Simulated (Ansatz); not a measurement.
# TiO2: a single-point run

Aim: the field gradients at the nuclei of TiO2, from a sound single-point run.

Computed with Ansatz 0.2.0 (DFT, PBE, plane-wave PAW, default files, scalar-relativistic, frozen cores, unless a step's input says otherwise).

## Step 1: The starting structure

It takes space group Pbcn (No. 60, orthorhombic). Conventional cell: a = 3.160 Å, b = 3.848 Å, c = 3.457 Å, α = 90.00°, β = 90.00°, γ = 90.00°. Ti (site symmetry 2) has 6 O at 1.32 to 1.44 Å as nearest neighbours. O (site symmetry 1) is surrounded by 3 Ti at 1.32 to 1.44 Å.

As a file:

```
Ti O
1.0
     3.16050    0.00000    0.00000
     0.00000    3.84790    0.00000
     0.00000    0.00000    3.45730
Ti O
4 8
Direct
  0.00000 0.17100 0.25000
  0.50000 0.32900 0.75000
  0.00000 0.82900 0.75000
  0.50000 0.67100 0.25000
  0.28600 0.37600 0.41200
  0.21400 0.12400 0.91200
  0.78600 0.12400 0.58800
  0.71400 0.37600 0.08800
  0.71400 0.62400 0.58800
  0.78600 0.87600 0.08800
  0.21400 0.87600 0.41200
  0.28600 0.62400 0.91200
```

## Step 2: The calculation

Contents of input.yaml:

```yaml
crystal:
  lattice:
    - [3.1605, 0.0, 0.0]
    - [0.0, 3.8479, 0.0]
    - [0.0, 0.0, 3.4573]
  atoms:
    - { symbol: Ti, position: [0.0, 0.171, 0.25] }
    - { symbol: Ti, position: [0.5, 0.329, 0.75] }
    - { symbol: Ti, position: [0.0, 0.829, 0.75] }
    - { symbol: Ti, position: [0.5, 0.671, 0.25] }
    - { symbol: O, position: [0.286, 0.376, 0.412] }
    - { symbol: O, position: [0.214, 0.124, 0.912] }
    - { symbol: O, position: [0.786, 0.124, 0.588] }
    - { symbol: O, position: [0.714, 0.376, 0.088] }
    - { symbol: O, position: [0.714, 0.624, 0.588] }
    - { symbol: O, position: [0.786, 0.876, 0.088] }
    - { symbol: O, position: [0.214, 0.876, 0.412] }
    - { symbol: O, position: [0.286, 0.624, 0.912] }
kpoints:
  mp_grid: { grid: [5, 5, 5] }
scf:
  occupations: { method: fermi_dirac, width: 0.02 }
  max_iter: 100
hamiltonian:
  xc: pbe
  pseudopotentials: { kind: paw, frozen_core: stored }
output:
  forces: true
  stress: true
  populations: true
  efg: { quadrupole_moments_barn: { Ti: 0.247, O: -0.02558 } }
```

Launch:

```bash
ansatz run input.yaml --threads 1 --pin off --max-ram 3072MiB --backend cpu --events-out ev --progress --plain --runs-dir out
```

Output:

```text
Warning: RAYON_NUM_THREADS=1 ignored (pool sized by the plan → 1); use --threads N
Engine: ansatz 0.2.0, x86_64-unknown-linux-gnu
Pseudopotentials: kind: paw
Pseudopotential: Ti, paw, valence charge 12, recommended cutoff 420 eV (normal), Ti.paw.azcp
Pseudopotential: O, paw, valence charge 6, recommended cutoff 420 eV (normal), O.paw.azcp
Functional definition: PBE
  parameter kappa = 0.804
  parameter beta = 0.06672455060314922
  exchange = pbe_x(kappa = kappa, mu = beta*pi^2/3)
  correlation = pbe_c(beta = beta)
Crystal: 12 atoms, lattice volume = 42.045 Å³
Basis set: ecut = 420 eV, 817 PW (Γ), exchange–correlation on 48×54×48 points (8 copies of the dense FFT grid, shifted against one another)
Bands: 60, of which v1, the nominal top of the filled ones, is band 48 counted from 1 (47 counted from 0)
Symmetry: 8 space group operations
Space group: Pbcn (ITA 60), of the structure as read, at distance tolerance 3.5e-5 Å
k-points: 27 of 125
Non-local potential: Ti, projectors of the file, l = 0: 3, l = 1: 2, l = 2: 3, l = 3: 1
Non-local potential: O, projectors of the file, l = 0: 2, l = 1: 2, l = 2: 1
PAW form: soft (Blöchl's): semilocal exchange-correlation on the pseudo side does not see the compensation charge
PAW one-centre angular grid: Ti, 590 points (default); XC on 64 Gauss nodes
PAW one-centre angular grid: O, 110 points (default); XC on 64 Gauss nodes
Initial density: superposition of atomic densities (neutral atoms: chi_scale 0, normalization atom), corrected by the library's trained network
Initial wavefunctions: pseudopotential atomic-orbital guess
Functional: x = pbe(κ = 0.804, μ = 0.2195149727645171), c = pbe(β = 0.06672455060314922)
SCF iter   1: F=—  HF=-14332.340224 eV  |F-HF|=—  |Δ(HF+E_count)|=         —  Δρ=2.62e-1  dr2=1.43e1  ethr=1.77e-3  ⟨swp⟩=8.1  Hψ=8466  notcnv=0  defer=1
preconditioner: auto → Resta (q_TF=auto, 3.131 Å⁻¹)  ε∞=5.3  [insulator: Δε(μ)=2.062 eV  Ē_g=25.850 eV  σ=0.020 eV  W_gap=1.00  n_scr=18 (ndim 8)  ℏωp=53.7 eV  f_vac=0.000  D(μ)=0.00/eV (n_scr^D=0)  ε∞_Penn≈5.3]
SCF iter   2: F=—  HF=-14327.579246 eV  |F-HF|=—  |Δ(HF+E_count)|=    4.76e0  Δρ=1.16e-1  dr2=1.63e0  ethr=1.77e-3  ⟨swp⟩=5.1  Hψ=4153  notcnv=0  defer=169
SCF iter   3: F=—  HF=-14327.354966 eV  |F-HF|=—  |Δ(HF+E_count)|=   2.24e-1  Δρ=4.84e-2  dr2=2.78e-1  ethr=1.69e-3  ⟨swp⟩=3.1  Hψ=2402  notcnv=0  defer=165
SCF iter   4: F=—  HF=-14327.369324 eV  |F-HF|=—  |Δ(HF+E_count)|=   1.44e-2  Δρ=4.03e-3  dr2=3.71e-3  ethr=2.89e-4  ⟨swp⟩=3.1  Hψ=2659  notcnv=0  defer=165
SCF iter   5: F=—  HF=-14327.370860 eV  |F-HF|=—  |Δ(HF+E_count)|=   1.54e-3  Δρ=1.10e-3  dr2=2.53e-4  ethr=3.86e-6  ⟨swp⟩=2.6  Hψ=2964  notcnv=0  defer=165
SCF iter   6: F=—  HF=-14327.370861 eV  |F-HF|=—  |Δ(HF+E_count)|=   6.71e-7  Δρ=1.93e-4  dr2=8.66e-6  ethr=2.63e-7  ⟨swp⟩=2.8  Hψ=2988  notcnv=0  defer=165
SCF iter   7: F=—  HF=-14327.370687 eV  |F-HF|=—  |Δ(HF+E_count)|=   1.74e-4  Δρ=5.81e-5  dr2=7.69e-7  ethr=9.02e-9  ⟨swp⟩=2.7  Hψ=3061  notcnv=0  defer=165
SCF iter   8: F=-14327.370687 eV  HF=-14327.370687 eV  |F-HF|=1.10e-8  |Δ(HF+E_count)|=   2.30e-7  Δρ=7.89e-6  dr2=1.76e-8  ethr=1.04e-10  ⟨swp⟩=16.3  Hψ=11014  notcnv=0
SCF 1 converged in 8 iterations: F = -14327.370687 eV  dr2 = 1.76e-8
SCF converged after 8 iterations
Free energy (F): -14327.370687 eV
Harris-Foulkes:  -14327.370687 eV  (|F-HF|=1.10e-8)
Internal energy: -14327.370687 eV  (E = F + TS)
E sigma→0 (E₀):  -14327.370687 eV
Entropy (-TS):   -0.000000 eV (-0.000 meV/atom)
Fermi energy:    39.781103 eV
--- Per-component energies (eV) ---
  E_band       = 1585.382196
  E_kinetic    = 3124.270072
  E_local      = -2317.763651  (includes V_loc(G=0)·N_el)
  E_nonlocal   = 575.193905
  E_hartree    = 1376.693161
  E_xc         = -1078.256499
  E_vxc        = -1375.343683  (∫ρ·V_xc dr)
  E_paw        = -5606.987881  (= ΣΔE_a)
  E_vpaw       = -1174.379804  (= ΣTr[D̂ρ^β])
  E_aug_tail   = 0.024590  (compensation charges beyond the density's cutoff)
  E_ewald      = -10400.544383
  E_smearing   = -0.000000  (= −TS)
  E_closure    = -0.000000  (closes the sum)
  Σ components = -14327.370687   (vs F -14327.370687, Δ=0.00e0)
--- Forces (eV/Å), atoms counted from 1 ---
  atom   1  Ti     0.00000000     9.37883076     0.00000000
  atom   2  Ti     0.00000000    -9.37883076     0.00000000
  atom   3  Ti     0.00000000    -9.37883076     0.00000000
  atom   4  Ti     0.00000000     9.37883076     0.00000000
  atom   5  O     -7.97264621     5.84581550    -2.18545599
  atom   6  O      7.97264621    -5.84581550    -2.18545599
  atom   7  O     -7.97264621    -5.84581550     2.18545599
  atom   8  O      7.97264621     5.84581550     2.18545599
  atom   9  O      7.97264621    -5.84581550     2.18545599
  atom  10  O     -7.97264621     5.84581550     2.18545599
  atom  11  O      7.97264621     5.84581550    -2.18545599
  atom  12  O     -7.97264621    -5.84581550    -2.18545599
  max |Σ_I F_I| component: 1.78e-15 eV/Å
--- Stress (GPa, compression-positive) ---
     2021.312543       0.000000       0.000000
        0.000000    1912.601278       0.000000
        0.000000       0.000000    2197.289239
  P = ⅓ Tr σ = 2043.7344 GPa (20437.344 kbar)
--- PAW observables at the nuclei: V_zz in 10²¹ V/m², potentials from the cell's mean, atoms counted from 1 ---
  atom   1  Ti V_zz =    -5.493672   η = 0.9664   by run symmetry: allowed   C_q = -32.8106 MHz
            electrostatic potential = -2565.765832 V   contact ρ = none
  atom   2  Ti V_zz =    -5.493672   η = 0.9664   by run symmetry: allowed   C_q = -32.8106 MHz
            electrostatic potential = -2565.765832 V   contact ρ = none
  atom   3  Ti V_zz =    -5.493672   η = 0.9664   by run symmetry: allowed   C_q = -32.8106 MHz
            electrostatic potential = -2565.765832 V   contact ρ = none
  atom   4  Ti V_zz =    -5.493672   η = 0.9664   by run symmetry: allowed   C_q = -32.8106 MHz
            electrostatic potential = -2565.765832 V   contact ρ = none
  atom   5  O  V_zz =    -3.379393   η = 0.8840   by run symmetry: allowed   C_q = +2.0902 MHz
            electrostatic potential = -653.748594 V   contact ρ = none
  atom   6  O  V_zz =    -3.379393   η = 0.8840   by run symmetry: allowed   C_q = +2.0902 MHz
            electrostatic potential = -653.748594 V   contact ρ = none
  atom   7  O  V_zz =    -3.379393   η = 0.8840   by run symmetry: allowed   C_q = +2.0902 MHz
            electrostatic potential = -653.748594 V   contact ρ = none
  atom   8  O  V_zz =    -3.379393   η = 0.8840   by run symmetry: allowed   C_q = +2.0902 MHz
            electrostatic potential = -653.748594 V   contact ρ = none
  atom   9  O  V_zz =    -3.379393   η = 0.8840   by run symmetry: allowed   C_q = +2.0902 MHz
            electrostatic potential = -653.748594 V   contact ρ = none
  atom  10  O  V_zz =    -3.379393   η = 0.8840   by run symmetry: allowed   C_q = +2.0902 MHz
            electrostatic potential = -653.748594 V   contact ρ = none
  atom  11  O  V_zz =    -3.379393   η = 0.8840   by run symmetry: allowed   C_q = +2.0902 MHz
            electrostatic potential = -653.748594 V   contact ρ = none
  atom  12  O  V_zz =    -3.379393   η = 0.8840   by run symmetry: allowed   C_q = +2.0902 MHz
            electrostatic potential = -653.748594 V   contact ρ = none
--- Band table (eV; the first three rows and the last of 27) ---
  k-point 0: bands = ["-22.4197", "-20.2718", "-19.8293", "-19.4774", "-4.3186", "-2.6893", "-2.6311", "-0.9113", "-0.3133", "0.0162", "0.4942", "1.2236", "1.4549", "2.4552", "3.5849", "3.7332", "11.6595", "15.1448", "15.3366", "16.1866", "17.3183", "17.3736", "19.8094", "20.1932", "22.5007", "24.1636", "24.3628", "24.5156", "26.2757", "26.7625", "27.0691", "28.1890", "29.5993", "31.0596", "31.7387", "31.7537", "32.0522", "32.7301", "32.8501", "33.6785", "34.0444", "34.1981", "34.7970", "36.2889", "36.4532", "36.5041", "36.6227", "38.4699", "40.0507", "40.2106", "40.5773", "41.2922", "41.5306", "44.1660", "45.1819", "46.4942", "46.6639", "48.1134", "48.6373", "49.0296"]
  k-point 1: bands = ["-22.1907", "-20.2138", "-19.8542", "-19.8309", "-3.7040", "-3.0882", "-2.4141", "-2.3425", "0.6517", "0.6644", "0.8705", "1.0954", "1.2365", "2.2985", "3.0927", "3.4418", "12.5788", "14.5026", "14.6652", "16.1834", "18.3306", "19.4017", "20.5952", "20.8077", "22.3976", "22.4757", "23.2166", "25.8760", "26.2061", "26.7448", "26.9157", "27.8198", "29.0666", "29.1503", "30.4932", "30.9805", "31.6474", "31.6513", "33.3630", "33.6149", "33.7603", "34.3373", "34.5998", "36.4006", "36.4832", "36.7995", "37.4097", "37.5038", "40.3061", "41.3142", "42.1818", "42.5757", "42.7628", "43.4659", "44.9738", "46.5499", "47.1984", "48.1847", "48.4580", "49.4424"]
  k-point 2: bands = ["-21.5516", "-20.6622", "-20.0762", "-19.9379", "-3.5697", "-3.3729", "-2.1474", "-1.6497", "-0.3347", "-0.0696", "1.0642", "1.4058", "2.1377", "2.2518", "2.7007", "3.0612", "13.5993", "13.8703", "14.8429", "17.2301", "19.6961", "20.0561", "20.4158", "21.5449", "22.9804", "23.5022", "23.7307", "25.0476", "25.4041", "25.7025", "26.0288", "26.8570", "27.4063", "27.6598", "29.7533", "31.1525", "31.1962", "31.3926", "32.1599", "32.7291", "33.0475", "33.2716", "34.7840", "36.0540", "36.6070", "37.1212", "38.5262", "38.5512", "41.1809", "41.8668", "43.1577", "43.8087", "44.6352", "45.0897", "45.2059", "46.0950", "47.0593", "47.1762", "48.6532", "49.4572"]
  k-point 26: bands = ["-20.8471", "-20.7016", "-20.2859", "-20.2186", "-4.0021", "-3.8889", "-3.4054", "-3.1580", "0.7266", "1.1443", "1.6921", "1.7204", "2.1795", "2.4881", "2.7915", "2.9642", "13.7676", "13.9599", "15.5858", "15.7556", "19.9153", "20.5095", "21.5489", "22.3027", "22.4486", "23.7044", "24.0960", "25.2916", "25.5171", "26.2380", "26.3164", "26.6860", "28.2148", "28.4540", "28.9553", "30.0394", "31.4490", "31.8743", "32.2966", "32.9737", "33.8372", "34.1517", "34.4775", "34.9808", "35.8770", "36.3567", "36.9998", "37.1450", "41.5086", "42.8050", "43.3043", "43.8833", "44.2433", "44.8388", "45.2257", "45.6384", "46.0112", "46.3252", "46.8072", "47.2018"]
--- Löwdin populations: 12 sites ---
  site symbol       q [e]
     0     Ti     11.7017
     1     Ti     11.7017
     2     Ti     11.7017
     3     Ti     11.7017
     4      O      6.0902
     5      O      6.0902
     6      O      6.0902
     7      O      6.0902
     8      O      6.0902
     9      O      6.0902
    10      O      6.0902
    11      O      6.0902
  spilling = 0.004909 (of n_electrons = 96.000000)
```

Run time: 4.2 s. Hardware: 1 thread of AMD EPYC 9R14 (Zen 4), shared host; peak memory 0.42 GiB.

## Step 3: A second look at the input

The run converged and reported no error. It gives a pressure of 2044 GPa and a largest force of 10.1 eV/Å, which is large; a structure far from rest gives such values too, whatever the setting.

All distances are much too short, so cores begin to overlap. The shortest distance in the input is 1.32 Å, between atoms 1 (Ti) and 5 (O).

What to do: restore the intended size.

## Step 4: A check with that setting changed

Besides the cure, the input differs in scf.max_iter, output requests.

Changes to input.yaml since step 2:

```diff
@@ -2,5 +2,5 @@
   lattice:
-    - [3.1605, 0.0, 0.0]
-    - [0.0, 3.8479, 0.0]
-    - [0.0, 0.0, 3.4573]
+    - [4.515, 0.0, 0.0]
+    - [0.0, 5.497, 0.0]
+    - [0.0, 0.0, 4.939]
   atoms:
@@ -22,3 +22,2 @@
   occupations: { method: fermi_dirac, width: 0.02 }
-  max_iter: 100
 hamiltonian:
@@ -31 +30,5 @@
   efg: { quadrupole_moments_barn: { Ti: 0.247, O: -0.02558 } }
+  write_density: true
+  write_potential: true
+  elf: true
+  volumetric_format: npy
```

Launch:

```bash
ansatz run input.yaml --threads 1 --pin off --max-ram 3072MiB --backend cpu --events-out ev --progress --plain --runs-dir out
```

The main lines of its log:

```text
[...]
Basis set: ecut = 420 eV, 2417 PW (Γ), exchange–correlation on 64×80×72 points (8 copies of the dense FFT grid, shifted against one another)
[...]
k-points: 27 of 125
[...]
SCF iter   1: F=—  HF=-14554.409461 eV  |F-HF|=—  |Δ(HF+E_count)|=         —  Δρ=3.92e-3  dr2=5.92e-3  ethr=1.77e-3  ⟨swp⟩=5.1  Hψ=6096  notcnv=0  defer=1
preconditioner: auto → Resta (q_TF=auto, 2.619 Å⁻¹)  ε∞=8.9  [insulator: Δε(μ)=2.458 eV  Ē_g=9.567 eV  σ=0.020 eV  W_gap=1.00  n_scr=34 (ndim 8)  ℏωp=26.8 eV  f_vac=0.018  D(μ)=0.00/eV (n_scr^D=0)  ε∞_Penn≈8.9]
SCF iter   2: F=—  HF=-14554.410783 eV  |F-HF|=—  |Δ(HF+E_count)|=   1.32e-3  Δρ=2.10e-3  dr2=1.85e-3  ethr=6.16e-6  ⟨swp⟩=2.2  Hψ=2488  notcnv=0  defer=152
[...]
SCF iter   5: F=—  HF=-14554.411293 eV  |F-HF|=—  |Δ(HF+E_count)|=   4.05e-4  Δρ=3.58e-5  dr2=1.05e-6  ethr=1.32e-8  ⟨swp⟩=2.0  Hψ=2373  notcnv=0  defer=152
SCF iter   6: F=-14554.411293 eV  HF=-14554.411293 eV  |F-HF|=4.72e-8  |Δ(HF+E_count)|=   5.92e-7  Δρ=8.95e-6  dr2=9.83e-8  ethr=1.04e-10  ⟨swp⟩=10.0  Hψ=11195  notcnv=0
[...]
SCF converged after 6 iterations
Free energy (F): -14554.411293 eV
[...]
E sigma→0 (E₀):  -14554.411293 eV
Fermi energy:    10.474546 eV
[...]
  P = ⅓ Tr σ = 6.7431 GPa (67.431 kbar)
[...]
```

It took 7.7 s on 1 thread of AMD EPYC 9R14 (Zen 4), shared host; peak memory 0.51 GiB.

Site by site (atoms counted from 1):

```tsv
site	atoms	first shell	V_zz (10²¹ V/m²)	η	C_Q (MHz)
Ti	1, 2, 3, 4	6 O at 1.89–2.05 Å	2.93	0.39	17.5 (⁴⁹Ti)
O	5, 6, 7, 8, …	3 Ti at 1.89–2.05 Å; also 1 Ti at 3.26 Å	-2.84	0.57	1.76 (¹⁷O)
```

V_zz is the principal component of the electric field gradient with the largest magnitude, η = (V_xx − V_yy)/V_zz and C_Q = eQV_zz/h. Quadrupole moments are those of Pyykkö's year-2017 table.

```
       run     ending   energy change  pressure (GPa)  gap (eV)  force (eV/Å)  cycles   time
 first try  converged  +18.92 eV/atom          2043.7      0.55         10.12       8  4.2 s
second try  converged               0             6.7      2.48          0.70       6  7.7 s
```

## Step 5: Outcome

| quantity | value |
| --- | --- |
| first try | converged, 8 SCF cycles |
| fault in the input | structure squeezed |
| second try | converged, 6 SCF cycles |
| energy (zero set by the potentials) | -14554.4113 eV |
| pressure | 6.74 GPa |
| gap on the mesh | 2.48 eV |
| largest force | 0.702 eV/Å |
| largest V_zz in size | 2.93 × 10²¹ V/m² at Ti |

**Reading.** Both runs converge, but the first lies +18.92 eV/atom from the second; on mending, the pressure goes from 2043.7 to 6.7 GPa, the gap on the mesh goes from 0.55 to 2.48 eV, the largest force goes from 10.12 to 0.70 eV/Å. Only the second answers the question as it was meant. The largest force in the second run is 0.702 eV/Å, so the atoms are not at their relaxed places.

These are semilocal Kohn-Sham gaps, which aren't the measured quantity. Such gaps usually fall short of the measured ones.
